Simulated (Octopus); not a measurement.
# Al (P6_3/mmc) in Octopus: equation of state

How stiff is Al in PBEsol, and what volume does it want? The cell is scaled to several volumes.

Program: Octopus 16.4. These are calculated values, not measurements. Logs are shortened: lines on timing, memory, paths and dates and some standing lists are left out, and cuts for length are marked.

### Step 1. The structure

The structure is hexagonal, space group P6_3/mmc (No. 194). Conventional cell: a = 2.827 Å, b = 2.827 Å, c = 9.186 Å, α = 90.00°, β = 90.00°, γ = 120.00°. Al (site symmetry -6m2) is surrounded by 12 Al at 2.82 to 2.83 Å. Al (site symmetry -3m) is surrounded by 12 Al at 2.82 to 2.83 Å.

This isn't the form of Al at room conditions, which is fcc.

### Step 2. Equation of state, PBEsol, 15.90 Å³/atom

Input file inp:

```
CalculationMode = gs
UnitsOutput = eV_Angstrom
PeriodicDimensions = 3
ExperimentalFeatures = yes
PseudopotentialSet = pseudodojo_pbesol
%LatticeParameters
 1*angstrom | 1*angstrom | 1*angstrom
%
%LatticeVectors
 2.8270770242 | 0 | 0
 -1.4135385121 | 2.4483205214 | 0
 0 | 0 | 9.18599307
%
%ReducedCoordinates
 "Al" | 0.6666666667 | 0.3333333333 | 0.75
 "Al" | 0 | 0 | 0.5
 "Al" | 0.3333333333 | 0.6666666667 | 0.25
 "Al" | 0 | 0 | 0
%
%Spacing
 0.17669231*angstrom | 0.17669231*angstrom | 0.18011751*angstrom
%
DerivativesOrder = 8
%KPointsGrid
 11 | 11 | 3
%
KPointsUseSymmetries = yes
XCFunctional = gga_x_pbe_sol + gga_c_pbe_sol
SmearingFunction = fermi_dirac
Smearing = 0.05*eV
ExtraStates = 8
Eigensolver = chebyshev_filter
ConvRelDens = 3e-7
MaximumIter = 120
```

Potentials or basis: pseudodojo_pbesol (PseudoDojo 0.4, PBEsol).

Started as:

```sh
OMP_NUM_THREADS=1 octopus > out.log
```

out.log:

```text
Running octopus

[... 13 lines left out ...]

Input: [AllElectronType = no]
Input: [PseudopotentialSet = pseudodojo_pbesol]
Reading Coordinates from ReducedCoordinates block

****************************** Species *******************************
  Species 'Al'
    type             : pseudopotential
    file             : 'Al.upf'
    file format      : UPF2
    valence charge   : 3.0
    atomic number    :  13
    form on file     : kleinman-bylander
    lmax             : 2
    llocal           : -1
    projectors per l : 2
    total projectors : 6
    application form : kleinman-bylander
    orbitals         :  4
    bound orbitals   :  4

**********************************************************************

***************************** Symmetries *****************************
Space group No.  194
International: P6_3/mmc
Schoenflies: D6h^4
Info: The system has    12 symmorphic symmetries that can be used.
  Index                Rotation matrix                      Fractional translations
    1 :     1   0   0     0   1   0     0   0   1      0.000000    0.000000    0.000000
    2 :    -1   0   0     0  -1   0     0   0  -1      0.000000    0.000000    0.000000
    3 :     0   1   0    -1  -1   0     0   0   1      0.000000    0.000000    0.000000
    4 :     0  -1   0     1   1   0     0   0  -1      0.000000    0.000000    0.000000
    5 :    -1  -1   0     1   0   0     0   0   1      0.000000    0.000000    0.000000
    6 :     1   1   0    -1   0   0     0   0  -1      0.000000    0.000000    0.000000
    7 :    -1  -1   0     0   1   0     0   0  -1      0.000000    0.000000    0.000000
    8 :     1   1   0     0  -1   0     0   0   1      0.000000    0.000000    0.000000
    9 :     0   1   0     1   0   0     0   0  -1      0.000000    0.000000    0.000000
   10 :     0  -1   0    -1   0   0     0   0   1      0.000000    0.000000    0.000000
   11 :     1   0   0    -1  -1   0     0   0  -1      0.000000    0.000000    0.000000
   12 :    -1   0   0     1   1   0     0   0   1      0.000000    0.000000    0.000000
Info: The system also has    12 nonsymmorphic symmetries (not used for electrons).
    1 :     1   1   0    -1   0   0     0   0   1     -0.000000    0.000000   -0.500000
    2 :    -1  -1   0     1   0   0     0   0  -1     -0.000000   -0.000000   -0.500000
    3 :    -1   0   0     0  -1   0     0   0   1     -0.000000   -0.000000   -0.500000
    4 :     1   0   0     0   1   0     0   0  -1      0.000000    0.000000   -0.500000
    5 :     0  -1   0     1   1   0     0   0   1      0.000000   -0.000000   -0.500000
    6 :     0   1   0    -1  -1   0     0   0  -1     -0.000000   -0.000000   -0.500000
    7 :     0  -1   0    -1   0   0     0   0  -1     -0.000000   -0.000000   -0.500000
    8 :     0   1   0     1   0   0     0   0   1      0.000000    0.000000   -0.500000
    9 :    -1   0   0     1   1   0     0   0  -1     -0.000000    0.000000   -0.500000
   10 :     1   0   0    -1  -1   0     0   0   1     -0.000000   -0.000000   -0.500000
   11 :     1   1   0     0  -1   0     0   0  -1      0.000000   -0.000000   -0.500000
   12 :    -1  -1   0     0   1   0     0   0   1     -0.000000   -0.000000   -0.500000
**********************************************************************

Input: [CurvMethod = curv_affine]
Input: [DerivativesStencil = stencil_stargeneral]

****************************** Lattice *******************************
  Lattice Vectors [A]
    2.827077    0.000000    0.000000
   -1.413539    2.448321    0.000000
    0.000000    0.000000    9.185993
  Cell volume =            63.5817 [A^3]
  Reciprocal-Lattice Vectors [A^-1]
    2.222502    1.283162   -0.000000
    0.000000    2.566325    0.000000
    0.000000   -0.000000    0.683996
  Cell angles [degree]
    alpha =   90.000
    beta  =   90.000
    gamma =  120.000
**********************************************************************

Checking if the generated full k-point grid is symmetric

    42 k-points generated from parameters :
 ---------------------------------------------------
    n =   11   11    3

    s1  =  0.50  0.50  0.50

   index |      weight  |             coordinates              |
       1 |     0.002755 |    0.000000    0.000000    0.000000  |
       2 |     0.016529 |    0.090909    0.000000    0.000000  |
[... 133 lines left out ...]

** Warning:
**   Symmetrization discrepancy ratio (scalar) =  8.68776E-03

Info: Setting up Hamiltonian.
Info: Performing initial LCAO calculation with     16 orbitals.
Info: Getting Hamiltonian matrix elements.

Eigenvalues [eV]
 #st  Spin   Eigenvalue      Occupation
#k =       1, k = (  0.000000,  0.000000,  0.000000)
   1   --    -4.729709       2.000000
   2   --    -2.973614       2.000000
   3   --    -2.953806       2.000000
   4   --     1.722775       2.000000
   5   --     2.617064       2.000000
   6   --    14.961730       2.000000
   7   --    15.006382       2.000000
   8   --    18.587545       0.090681
   9   --    18.589984       0.086551
  10   --    19.766618       0.000000
  11   --    19.769110       0.000000
  12   --    19.987390       0.000000
  13   --    19.989970       0.000000
  14   --    21.597377       0.000000
#k =       2, k = (  0.090909,  0.000000,  0.000000)
   1   --    -4.517711       2.000000
   2   --    -2.762428       2.000000
   3   --    -2.742672       2.000000
   4   --     1.917031       2.000000
   5   --     2.838236       2.000000
   6   --    15.155347       2.000000
   7   --    15.198753       2.000000
   8   --    18.595796       0.077421
   9   --    18.601391       0.069509
  10   --    19.951912       0.000000
  11   --    19.954937       0.000000
  12   --    20.154403       0.000000
  13   --    20.158165       0.000000
  14   --    21.903229       0.000000
[... 40 further k-points ...]
Fermi energy =    18.435187 eV
Info: Ground-state restart information will be written to 'restart/gs'.
Info: SCF using complex wavefunctions.
Info: Starting SCF iteration.

** Warning:
**   Symmetrization discrepancy ratio (scalar) =  5.13777E-02

*********************** SCF CYCLE ITER #    1 ************************
 etot  = -2.52139996E+02 abs_ev   =  3.29E+01 rel_ev   =  1.44E+00
 ediff =        9.27E+00 abs_dens =  1.28E+00 rel_dens =  1.07E-01
Matrix vector products: 1050
Converged eigenvectors: 0

#  State  KPoint  Eigenvalue [eV]  Occupation    Error
      1       1       -4.972666    2.000000   ( 2.2E-07)
      1       3       -4.777896    2.000000   ( 4.2E-07)
      1       2       -4.768796    2.000000   ( 3.9E-07)
      1       5       -4.574312    2.000000   ( 6.9E-07)
      1       6       -4.574312    2.000000   ( 4.3E-07)
      1       4       -4.361964    2.000000   ( 3.2E-07)
      2       3       -4.195249    2.000000   ( 6.2E-06)
      1       7       -4.168050    2.000000   ( 1.6E-06)
[... 23 lines left out ...]
     14      11       31.235754    0.000000   ( 6.3E+00)
     14       3       35.518546    0.000000   ( 7.0E+00)
     14       2       35.749845    0.000000   ( 7.1E+00)
     14       4       36.056379    0.000000   ( 6.8E+00)
     14       6       37.689007    0.000000   ( 7.3E+00)
     14       7       38.137380    0.000000   ( 7.6E+00)
     14       5       38.866582    0.000000   ( 7.6E+00)
     14       1       39.093831    0.000000   ( 7.4E+00)

Density of states:

--------------------%-------------------------------------------------
--------------------%-------------------------------------------------
---------------%----%--%%-%-------------------------------------------
---------------%---%%-%%%%%%%%----------------------------------------
-----------%-%-%%%-%%-%%%%%%%%----------------------------------------
---------%%%%%-%%%%%%-%%%%%%%%%---------------------------------------
-------%-%%%%%%%%%%%%%%%%%%%%%%%%-------------------------------------
---%%%%%%%%%%%%%%%%%%%%%%%%%%%%%%-------------------------------------
--%%%%%%%%%%%%%%%%%%%%%%%%%%%%%%%%------------------------------------
-%%%%%%%%%%%%%%%%%%%%%%%%%%%%%%%%%-%%---------------------------------
                  ^

Fermi energy =     6.442409 eV

**********************************************************************

*********************** SCF CYCLE ITER #    2 ************************
 etot  = -2.52260280E+02 abs_ev   =  1.15E-01 rel_ev   =  5.08E-03
 ediff =        4.42E-03 abs_dens =  2.87E-02 rel_dens =  2.39E-03
Matrix vector products: 1050
Converged eigenvectors: 0
[... 127 lines left out ...]
*********************** SCF CYCLE ITER #   13 ************************
 etot  = -2.52527450E+02 abs_ev   =  1.92E-06 rel_ev   =  8.56E-08
 ediff =        6.56E-08 abs_dens =  4.03E-07 rel_dens =  3.36E-08
Matrix vector products: 1050
Converged eigenvectors: 115

#  State  KPoint  Eigenvalue [eV]  Occupation    Error
      1       1       -5.000767    2.000000   ( 1.3E-08)
      1       3       -4.806090    2.000000   ( 1.9E-08)
      1       2       -4.796995    2.000000   ( 3.0E-08)
      1       5       -4.602602    2.000000   ( 1.9E-08)
      1       6       -4.602602    2.000000   ( 1.9E-08)
      1       4       -4.390357    2.000000   ( 1.9E-08)
      2       3       -4.223710    2.000000   ( 1.9E-08)
      1       7       -4.196531    2.000000   ( 2.0E-08)
[... 23 lines left out ...]
     13       3       17.857007    0.000000   ( 8.8E-04)
     14       3       18.042139    0.000000   ( 2.0E-03)
     14       5       18.165689    0.000000   ( 2.5E-03)
     14       6       18.165747    0.000000   ( 2.7E-03)
     14       4       18.811761    0.000000   ( 9.1E-03)
     12       1       18.986565    0.000000   ( 8.8E-04)
     13       1       18.986576    0.000000   ( 8.0E-04)
     14       1       19.303976    0.000000   ( 2.6E-03)

Density of states:

------------------------------------%---------------------------------
------------------------------------%---%------%----------------------
------------------------------------%---%------%----%-----------------
-------------------------------%----%%--%-%--%-%--%-%-----------------
----------------%----%-----%-%-%----%%--%%%%%%%%%-%-%-----------------
----------------%----%--%-%%-%-%%--%%%--%%%%%%%%%-%%%-%---------------
-------------%%-%---%%%%%-%%%%-%%%%%%%%-%%%%%%%%%%%%%-%-%-------------
------%%-%%%%%%-%%%%%%%%%%%%%%%%%%%%%%%-%%%%%%%%%%%%%%%%%%%%----------
-----%%%-%%%%%%%%%%%%%%%%%%%%%%%%%%%%%%%%%%%%%%%%%%%%%%%%%%%--%-------
-%%%%%%%%%%%%%%%%%%%%%%%%%%%%%%%%%%%%%%%%%%%%%%%%%%%%%%%%%%%%%%%%-%---
                                ^

Fermi energy =     6.402039 eV

**********************************************************************

Info: SCF converged in   13 iterations

** Warning:
**   Some of the states are not fully converged!

Info: Number of matrix-vector products:      13650
Info: Finished writing information to 'restart/gs'.

Octopus emitted 16 warnings.
```

Wall time 4.5 min (1 thread of Arm Neoverse N1, shared host); peak memory 0.57 GiB.

Results:

```yaml
Free_energy: -252.5407 eV
Band_gap_on_the_k_mesh: none (metal or under the smearing width)
```

### Step 3. Equation of state, PBEsol, 15.58 Å³/atom (volume scaled by 0.98)

Edit inp of step 2 so:

```diff
@@ -9,5 +9,5 @@
 %LatticeVectors
- 2.8270770242 | 0 | 0
- -1.4135385121 | 2.4483205214 | 0
- 0 | 0 | 9.18599307
+ 2.8081027812 | 0 | 0
+ -1.4040513906 | 2.4318883449 | 0
+ 0 | 0 | 9.1243402522
 %
@@ -20,3 +20,3 @@
 %Spacing
- 0.17669231*angstrom | 0.17669231*angstrom | 0.18011751*angstrom
+ 0.17550642*angstrom | 0.17550642*angstrom | 0.17890863*angstrom
 %
```

Potentials or basis: pseudodojo_pbesol (PseudoDojo 0.4, PBEsol).

Started as:

```sh
OMP_NUM_THREADS=1 octopus > out.log
```

It took 4.5 min on 1 thread of Arm Neoverse N1, shared host; peak memory 0.57 GiB.

Results (log left out):

```yaml
Free_energy: -252.5165 eV
Band_gap_on_the_k_mesh: none (metal or under the smearing width)
```

### Step 4. Equation of state, PBEsol, 16.21 Å³/atom (volume scaled by 1.02)

Edit inp of step 3 so:

```diff
@@ -9,5 +9,5 @@
 %LatticeVectors
- 2.8081027812 | 0 | 0
- -1.4040513906 | 2.4318883449 | 0
- 0 | 0 | 9.1243402522
+ 2.8457999342 | 0 | 0
+ -1.4228999671 | 2.4645350371 | 0
+ 0 | 0 | 9.2468292341
 %
@@ -20,3 +20,3 @@
 %Spacing
- 0.17550642*angstrom | 0.17550642*angstrom | 0.17890863*angstrom
+ 0.17786250*angstrom | 0.17786250*angstrom | 0.18131038*angstrom
 %
```

Started as:

```sh
OMP_NUM_THREADS=1 octopus > out.log
```

It took 4.7 min on 1 thread of Arm Neoverse N1, shared host; peak memory 0.57 GiB.

It converged, with:

```yaml
Free_energy: -252.5497 eV
Band_gap_on_the_k_mesh: none (metal or under the smearing width)
```

### Step 5. Equation of state, PBEsol, 15.26 Å³/atom (volume scaled by 0.96)

Edit inp of step 4 so:

```diff
@@ -9,5 +9,5 @@
 %LatticeVectors
- 2.8457999342 | 0 | 0
- -1.4228999671 | 2.4645350371 | 0
- 0 | 0 | 9.2468292341
+ 2.7888685969 | 0 | 0
+ -1.3944342984 | 2.4152310527 | 0
+ 0 | 0 | 9.0618428096
 %
@@ -20,3 +20,3 @@
 %Spacing
- 0.17786250*angstrom | 0.17786250*angstrom | 0.18131038*angstrom
+ 0.17430429*angstrom | 0.17430429*angstrom | 0.17768319*angstrom
 %
@@ -34 +34,6 @@
 MaximumIter = 120
+%Output
+ density | cube
+ elf | cube
+ potential | cube
+%
```

Started as:

```sh
OMP_NUM_THREADS=1 octopus > out.log
```

Run time: 4.7 min. Hardware: 1 thread of Arm Neoverse N1, shared host; peak memory 0.57 GiB.

Results (log left out):

```yaml
Free_energy: -252.4774 eV
Band_gap_on_the_k_mesh: none (metal or under the smearing width)
```

### Step 6. Equation of state, PBEsol, 16.53 Å³/atom (volume scaled by 1.04)

Edit inp of step 5 so:

```diff
@@ -9,5 +9,5 @@
 %LatticeVectors
- 2.7888685969 | 0 | 0
- -1.3944342984 | 2.4152310527 | 0
- 0 | 0 | 9.0618428096
+ 2.8642796724 | 0 | 0
+ -1.4321398362 | 2.4805389598 | 0
+ 0 | 0 | 9.3068752623
 %
@@ -20,3 +20,3 @@
 %Spacing
- 0.17430429*angstrom | 0.17430429*angstrom | 0.17768319*angstrom
+ 0.17901748*angstrom | 0.17901748*angstrom | 0.18248775*angstrom
 %
@@ -34,6 +34 @@
 MaximumIter = 120
-%Output
- density | cube
- elf | cube
- potential | cube
-%
```

Potentials or basis: pseudodojo_pbesol (PseudoDojo 0.4, PBEsol).

Started as:

```sh
OMP_NUM_THREADS=1 octopus > out.log
```

Wall time 4.5 min (1 thread of Arm Neoverse N1, shared host); peak memory 0.57 GiB.

The run converged. Its results:

| Item | Value |
| --- | --- |
| Free energy | -252.5445 eV |
| Band gap on the k mesh | none (metal or under the smearing width) |

### Step 7. Equation of state, PBEsol, 14.94 Å³/atom (volume scaled by 0.94)

Edit inp of step 6 so:

```diff
@@ -9,5 +9,5 @@
 %LatticeVectors
- 2.8642796724 | 0 | 0
- -1.4321398362 | 2.4805389598 | 0
- 0 | 0 | 9.3068752623
+ 2.7693653812 | 0 | 0
+ -1.3846826906 | 2.3983407724 | 0
+ 0 | 0 | 8.9984712061
 %
@@ -20,3 +20,3 @@
 %Spacing
- 0.17901748*angstrom | 0.17901748*angstrom | 0.18248775*angstrom
+ 0.17308534*angstrom | 0.17308534*angstrom | 0.17644061*angstrom
 %
```

Started as:

```sh
OMP_NUM_THREADS=1 octopus > out.log
```

Run time: 4.6 min. Hardware: 1 thread of Arm Neoverse N1, shared host; peak memory 0.57 GiB.

It converged, with:

```
Free energy            : -252.4199 eV
Band gap on the k mesh : none (metal or under the smearing width)
```

### Step 8. Equation of state, PBEsol, 16.85 Å³/atom (volume scaled by 1.06)

Edit inp of step 7 so:

```diff
@@ -9,5 +9,5 @@
 %LatticeVectors
- 2.7693653812 | 0 | 0
- -1.3846826906 | 2.3983407724 | 0
- 0 | 0 | 8.9984712061
+ 2.8825239838 | 0 | 0
+ -1.4412619919 | 2.496338997 | 0
+ 0 | 0 | 9.3661563209
 %
@@ -20,3 +20,3 @@
 %Spacing
- 0.17308534*angstrom | 0.17308534*angstrom | 0.17644061*angstrom
+ 0.18015775*angstrom | 0.18015775*angstrom | 0.18365012*angstrom
 %
```

Started as:

```sh
OMP_NUM_THREADS=1 octopus > out.log
```

Run time: 4.5 min. Hardware: 1 thread of Arm Neoverse N1, shared host; peak memory 0.57 GiB.

The run converged. Its results:

```yaml
Free_energy: -252.5292 eV
Band_gap_on_the_k_mesh: none (metal or under the smearing width)
```

### Step 9. Equation of state, PBEsol

Potentials or basis: pseudodojo_pbesol (PseudoDojo 0.4, PBEsol).

No new run: the results of the series are fitted here.

Results:

```
Equilibrium volume                        : 16.27 Å³/atom
Bulk modulus at fixed shape and positions : 83 GPa
Pressure derivative of the bulk modulus   : 4.2 (rough: it moves with the points fitted)
```

Energy against volume, from the lowest point:
```csv
volume (Å³/atom),energy (meV/atom)
14.942,32.45
15.260,18.06
15.578,8.29
15.895,2.23
16.213,0.00
16.531,1.30
16.849,5.11
```

Caveat: the number of grid points is fixed, so the spacing changes with the cell, which shifts volumes and moduli; the cell was scaled at fixed shape and fractional positions, which overstates the stiffness of a crystal with free parameters, most of all of layers and chains.
